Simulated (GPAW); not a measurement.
A calculation with GPAW 26.7.0 of Li (native input, Cartesian positions):

Contents of run.py:

```python
from ase.io import read
from gpaw import PW
from gpaw.dft import DFT

atoms = read('Li.xyz')

dft = DFT(atoms,
          mode=PW(800),
          xc='PBE',
          kpts={'size': (10, 10, 5), 'gamma': True},
          occupations={'name': 'fermi-dirac', 'width': 0.05},
          nbands=8,
          convergence={'density': 1e-05, 'energy': 1e-05},
          maxiter=150,
          txt='gpaw.txt')
print(f'Energy: {dft.calculate_energy():.6f} eV')
print('Forces (eV/A):')
print(dft.calculate_forces().round(4))
print('Stress (eV/A^3):', dft.calculate_stress().round(6))
dft.write_gpw_file('gs.gpw')
```

Li.xyz

```xyz
2
Lattice="3.1110000000 0.0000000000 0.0000000000 -1.5555000000 2.6942050312 0.0000000000 0.0000000000 0.0000000000 5.0930000000" Properties=species:S:1:pos:R:3 pbc="T T T"
Li     1.5555000002      0.8980683436      3.8197500000
Li    -0.0000000002      1.7961366876      1.2732500000
```

Potentials or basis: GPAW PAW data sets (gpaw-data 1.2.1), pw.

The run is started by

```console
$ OMP_NUM_THREADS=1 python run.py
```

This isn't the form of Li at room conditions, which is bcc.

Q: Write the same calculation in another form: ASE script, structure typed inline.

A: As run:

File run.py:

```python
from ase import Atoms
from ase.dft.bandgap import bandgap
from ase.io import write
from ase.units import Bohr, GPa
from gpaw import GPAW, PW
from gpaw.elf import elf_from_dft_calculation

atoms = Atoms(['Li', 'Li'],
              cell=[[3.111, 0.0, 0.0],
                    [-1.5555, 2.6942050312, 0.0],
                    [0.0, 0.0, 5.093]],
              scaled_positions=[[0.6666666667, 0.3333333333, 0.75],
                                [0.3333333333, 0.6666666667, 0.25]],
              pbc=True)

calc = GPAW(mode=PW(800),
            xc='PBE',
            kpts={'size': (10, 10, 5), 'gamma': True},
            occupations={'name': 'fermi-dirac', 'width': 0.05},
            nbands=8,
            convergence={'density': 1e-05, 'energy': 1e-05},
            maxiter=150,
            txt='gpaw.txt')
atoms.calc = calc
energy = atoms.get_potential_energy()
forces = atoms.get_forces()
stress = atoms.get_stress()
calc.write('gs.gpw')
write('result.traj', atoms)
print(f'Energy: {energy:.6f} eV')
print('Forces (eV/A):')
print(forces.round(4))
print('Stress (GPa):', (stress / GPa).round(3))
print('Fermi level:', round(calc.get_fermi_level(), 4), 'eV')
print(f'Gap: {bandgap(calc)[0]:.4f} eV, direct: {bandgap(calc, direct=True)[0]:.4f} eV')

# fields on the real-space grid
write('density.cube', atoms, data=calc.get_pseudo_density() * Bohr**3)
write('potential.cube', atoms, data=calc.get_electrostatic_potential())
write('elf.cube', atoms, data=elf_from_dft_calculation(calc).data)
```

Potentials or basis: GPAW PAW data sets (gpaw-data 1.2.1), pw.

Run with:

```sh
$ OMP_NUM_THREADS=1 python run.py
```

Both were run:

|  | native input, Cartesian positions | ASE script, structure typed inline |
| --- | --- | --- |
| Pressure | -0.7 GPa | -0.7 GPa |
| Band gap on the k mesh | none (metal or under the smearing width) | none (metal or under the smearing width) |

Keys that steer only the numerical path or the files written may differ.
